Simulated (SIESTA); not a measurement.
VBiO4:

```
CELL_PARAMETERS angstrom
-2.56105 2.56105 5.79606
2.56105 -2.56105 5.79606
2.56105 2.56105 -5.79606
ATOMIC_POSITIONS crystal
Bi 0.75000 0.25000 0.50000
Bi 0.00000 0.00000 0.00000
V 0.25000 0.75000 0.50000
V 0.50000 0.50000 0.00000
O 0.43810 0.32910 0.60895
O 0.57915 0.68810 0.60899
O 0.72016 0.82915 0.39105
O 0.07910 0.97016 0.39101
O 0.67090 0.27984 0.10899
O 0.02984 0.42085 0.10895
O 0.31190 0.92090 0.89105
O 0.17085 0.56190 0.89101
```

Measurements of this composition are mostly on another form, of space group No. 15.

Base run:

| Property | Result |
| --- | --- |
| Program | SIESTA 5.4.2 |
| Functional | PBE |
| Potentials or basis | PseudoDojo 0.4 standard (PBE files) |
| Basis | DZP (energy shift 0.003 Ry; two zetas on semicore shells) |
| Grid cutoff | 800 Ry |
| Energy shift | 0.003 Ry |
| k mesh | 7 × 7 × 7 |
| Occupations | fermi-dirac, width 0.05 eV |
| Spin | collinear spin, ferromagnetic start |
| Starting moments | [0.0, 0.0, 2.0, 2.0, 0.0, 0.0, 0.0, 0.0, 0.0, 0.0, 0.0, 0.0] μB |

Its results: band gap on the k mesh 2.13 eV, indirect (least direct gap 2.14 eV); pressure 7.1 GPa; net moment 0.00 μB per cell; largest force 0.136 eV/Å.

Task: The run is repeated on the same cell with these changes: functional from PBE to PBEsol; potentials or basis from PseudoDojo 0.4 standard (PBE files) to PseudoDojo 0.4 standard (PBEsol files). What comes out?

Result: Band gap on the k mesh 2.11 eV, indirect (least direct gap 2.12 eV); pressure 1.4 GPa; net moment 0.00 μB per cell; largest force 0.102 eV/Å.

Caveats: spin-orbit coupling is left out, which as a rule narrows the gap of such compounds by several tenths of an eV; the basis of atomic orbitals isn't converged, which shifts pressures, moduli and gaps; an odd mesh through Γ misses points on the zone boundary, where band edges often lie (some runs).
